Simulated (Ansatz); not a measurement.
Runs of Ansatz 0.2.0 on CsPbCl3. It takes space group Pm-3m (No. 221, cubic). Conventional cell: a = 5.605 Å, b = 5.605 Å, c = 5.605 Å, α = 90.00°, β = 90.00°, γ = 90.00°. Pb (site symmetry m-3m) has 6 Cl at 2.80 Å as nearest neighbours. Cs (site symmetry m-3m) has 12 Cl at 3.96 Å as nearest neighbours. Cl (site symmetry 4/mmm) has 2 Pb at 2.80 Å as nearest neighbours. 

```tsv
task	level	cell	smearing	gap on the mesh (eV)	pressure (GPa)	relaxed volume (Å³/atom)
relaxation of cell and atoms	BLYP+D4	relaxed	fermi-dirac 0.05 eV	3.14	0.0	37.67
single point	PBE	as given	gaussian 0.013 eV	2.95	1.7	-
relaxation of cell and atoms	PBEsol+D4	relaxed	fermi-dirac 0.05 eV	(a)	0.0	34.78
relaxation of cell and atoms	BLYP+D3(BJ)	relaxed	fermi-dirac 0.05 eV	3.10	0.0	(b)
single point	PBE	as given	gaussian 0.012 eV	2.95	1.7	-
```

Alike in all rows: potentials or basis Ansatz PAW; no spin polarisation; k mesh 5 × 5 × 5; cutoff (eV) 420.

Fill in the values left out.

(a) 2.83; (b) 36.76.

Caveats: odd divisions of the mesh miss points on the zone boundary, where band edges often lie, so the gap on the mesh can be too wide; spin-orbit coupling is left out, which as a rule narrows the gap of such compounds by several tenths of an eV; the plane-wave basis is chosen anew once the cell has moved, so the energies of steps on either side of that aren't comparable (some runs); the PAW data sets come from PBE, with cores solved anew for the run's functional, which leaves a small shift of forces and pressure (some runs).

A k mesh can miss the band edges, and the runs leave out spin-orbit coupling on Cs, Pb.
